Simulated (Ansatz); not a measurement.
# ZnS with an S vacancy: do the settings matter for the field gradients?

This input was run with Ansatz:

```yaml
crystal:
  lattice:
    - [5.73405, 3.310555311, 0.0]
    - [-5.73405, 3.310555311, 0.0]
    - [0.0, 0.0, 12.52]
  atoms:
    - { symbol: Zn, position: [0.0008326892, 0.0002283688, -0.0219502712], spin: 0.5 }
    - { symbol: Zn, position: [0.3341483711, 0.6668993126, -0.0014788205] }
    - { symbol: Zn, position: [0.667482274, 0.3335507036, -0.0014789258] }
    - { symbol: Zn, position: [0.0007698994, 0.0002079696, 0.503436154] }
    - { symbol: Zn, position: [0.3340232973, 0.6668137292, 0.5020061675] }
    - { symbol: Zn, position: [0.6673716511, 0.3335551258, 0.5020063006] }
    - { symbol: Zn, position: [0.3489604421, 0.3483758715, 0.2564425979], spin: 0.5 }
    - { symbol: Zn, position: [0.6515676625, 0.0002186303, 0.2565817071], spin: 0.5 }
    - { symbol: Zn, position: [0.0008028771, 0.6517129583, 0.2564885124], spin: 0.5 }
    - { symbol: Zn, position: [0.3351878631, 1.0002054898, 0.7486081739] }
    - { symbol: Zn, position: [0.6663294811, 0.6657841232, 0.7486151559] }
    - { symbol: Zn, position: [0.0007509973, 0.3346296723, 0.7486110872] }
    - { symbol: S, position: [0.3340179917, 0.6667291593, 0.1857779824] }
    - { symbol: S, position: [0.6674059153, 0.3336502035, 0.1857778555] }
    - { symbol: S, position: [0.000752543, 0.000203967, 0.6891877586] }
    - { symbol: S, position: [0.3340839711, 0.6668633217, 0.6880633003] }
    - { symbol: S, position: [0.6674215578, 0.3335484182, 0.6880633972] }
    - { symbol: S, position: [0.3317807515, 0.3312498312, 0.4390198975] }
    - { symbol: S, position: [0.669624505, 0.0001929741, 0.4390712624] }
    - { symbol: S, position: [0.0007236833, 0.669122739, 0.4390373088] }
    - { symbol: S, position: [0.3367247817, 1.0002273574, 0.938709785] }
    - { symbol: S, position: [0.6649244979, 0.6643344282, 0.9387212509] }
    - { symbol: S, position: [0.0008173873, 0.3361181711, 0.9387160708] }
magnetization:
  spin_polarized: true
total_charge: 2
kpoints:
  mp_grid: { grid: [3, 3, 2] }
scf:
  occupations: { method: fermi_dirac, width: 0.01 }
hamiltonian:
  xc: pbe
  pseudopotentials: { kind: paw }
output:
  forces: true
  stress: true
  populations: true
  efg:
    quadrupole_moments_barn: { Zn: 0.122, S: -0.0694 }
    contact_densities: true
```

It converged. Of its output the block on the nuclei alone is shown, without the SCF iterations, energies, forces and stress (one atom of each set, the first 14 sets):

```
--- PAW observables at the nuclei: V_zz in 10²¹ V/m², potentials from the cell's mean, atoms counted from 1 ---
  atom   1  Zn V_zz =   +14.983734   η = 0.0001   by run symmetry: allowed   C_q = +44.2012 MHz
            electrostatic potential = -3940.853738 V   contact ρ = 166609.229536 e/Å³   contact ρ_s (e/Å³): all electrons +0.000100, valence +0.000100
  atom   2  Zn V_zz =    +1.886654   η = 0.0002   by run symmetry: allowed   C_q = +5.5655 MHz
            electrostatic potential = -3941.211338 V   contact ρ = 166602.947026 e/Å³   contact ρ_s (e/Å³): all electrons -0.000006, valence -0.000006
  atom   4  Zn V_zz =    -1.156618   η = 0.0154   by run symmetry: allowed   C_q = -3.4120 MHz
            electrostatic potential = -3941.328981 V   contact ρ = 166602.468465 e/Å³   contact ρ_s (e/Å³): all electrons -0.000016, valence -0.000016
  atom   5  Zn V_zz =    -1.247856   η = 0.0045   by run symmetry: allowed   C_q = -3.6811 MHz
            electrostatic potential = -3941.273093 V   contact ρ = 166602.769701 e/Å³   contact ρ_s (e/Å³): all electrons +0.000158, valence +0.000158
  atom   7  Zn V_zz =   +13.395897   η = 0.2209   by run symmetry: allowed   C_q = +39.5172 MHz
            electrostatic potential = -3940.230399 V   contact ρ = 166608.250922 e/Å³   contact ρ_s (e/Å³): all electrons +0.000976, valence +0.000970
  atom   8  Zn V_zz =   +13.442175   η = 0.2193   by run symmetry: allowed   C_q = +39.6537 MHz
            electrostatic potential = -3940.232990 V   contact ρ = 166608.283022 e/Å³   contact ρ_s (e/Å³): all electrons +0.000958, valence +0.000952
  atom   9  Zn V_zz =   +13.410994   η = 0.2204   by run symmetry: allowed   C_q = +39.5617 MHz
            electrostatic potential = -3940.231246 V   contact ρ = 166608.261460 e/Å³   contact ρ_s (e/Å³): all electrons +0.000970, valence +0.000964
  atom  10  Zn V_zz =    +1.959966   η = 0.0544   by run symmetry: allowed   C_q = +5.7818 MHz
            electrostatic potential = -3941.579713 V   contact ρ = 166602.751403 e/Å³   contact ρ_s (e/Å³): all electrons +0.000092, valence +0.000092
  atom  13  S  V_zz =    -4.984059   η = 0.0092   by run symmetry: allowed   C_q = +8.3637 MHz
            electrostatic potential = -1631.657928 V   contact ρ = 19766.224690 e/Å³   contact ρ_s (e/Å³): all electrons +0.000436, valence +0.000430
  atom  15  S  V_zz =    +1.101857   η = 0.0019   by run symmetry: allowed   C_q = -1.8490 MHz
            electrostatic potential = -1632.907949 V   contact ρ = 19765.018058 e/Å³   contact ρ_s (e/Å³): all electrons +0.000038, valence +0.000038
  atom  16  S  V_zz =    +1.637841   η = 0.0005   by run symmetry: allowed   C_q = -2.7484 MHz
            electrostatic potential = -1632.848697 V   contact ρ = 19765.121230 e/Å³   contact ρ_s (e/Å³): all electrons +0.000116, valence +0.000114
  atom  18  S  V_zz =    +5.111275   η = 0.0693   by run symmetry: allowed   C_q = -8.5772 MHz
            electrostatic potential = -1632.331946 V   contact ρ = 19765.701910 e/Å³   contact ρ_s (e/Å³): all electrons +0.000085, valence +0.000084
  atom  19  S  V_zz =    +5.073141   η = 0.0724   by run symmetry: allowed   C_q = -8.5132 MHz
            electrostatic potential = -1632.333562 V   contact ρ = 19765.697507 e/Å³   contact ρ_s (e/Å³): all electrons +0.000084, valence +0.000084
  atom  20  S  V_zz =    +5.098877   η = 0.0703   by run symmetry: allowed   C_q = -8.5563 MHz
            electrostatic potential = -1632.332473 V   contact ρ = 19765.700483 e/Å³   contact ρ_s (e/Å³): all electrons +0.000085, valence +0.000084
```

Question: Can these gradients be trusted, and how do they compare with a run on standard settings?

Answer: Only as results of these settings. Against the standard input the change is `total_charge`: 1 → 2. A site carries the number of its first atom; V_zz in 10²¹ V/m².

```csv
site,atom,V_zz standard,η standard,V_zz here,η here
Zn1,1,12.79,0.00,14.98,0.00
Zn7,7,9.57,0.25,13.40,0.22
Zn8,8,9.69,0.25,13.44,0.22
Zn9,9,9.61,0.25,13.41,0.22
Zn10,10,1.45,0.16,1.96,0.05
S13,13,-2.43,0.02,-4.98,0.01
S16,16,0.51,0.00,1.64,0.00
S18,18,2.33,0.10,5.11,0.07
S20,20,2.33,0.10,5.10,0.07
S19,19,2.33,0.10,5.07,0.07
S21,21,1.60,0.00,2.27,0.09
S22,22,1.60,0.01,2.27,0.09
```

The largest change of V_zz is on Zn7, from 9.57 to 13.40. In per cent, |V_zz| changes by +17 to +40 on Zn, +105 to +119 on S (all sites that start above 2). The table leaves out 4 of the 16 sites, with |V_zz| up to 1.89; their tensors move by 0.90 at most along any direction. The statements above cover all sites. The changed cell holds a charge of +2 on a uniform background, so it isn't the same centre. At these positions, which the reference run relaxed to, the changed run has forces up to 1.1 eV/Å, so its atoms aren't at their own equilibrium. The absolute magnetisation of the cell goes from 0.8 to 0.0 μB. New warnings: seeded moment not kept.

On the reference run: The defect repeats with the cell of 23 atoms, so it feels its images: sites between two images don't show the values beside a lone defect, and zeros or small values of η there can come from the images' arrangement. S and Zn carry a gradient in the pure host already, so the values there aren't the defect's effect alone. The centre was started off its lattice site, so that it could distort. A uniform background compensates the cell's charge. The defect cell has no gap above 0.1 eV on its mesh, so the values can hang on the smearing and the k-mesh.
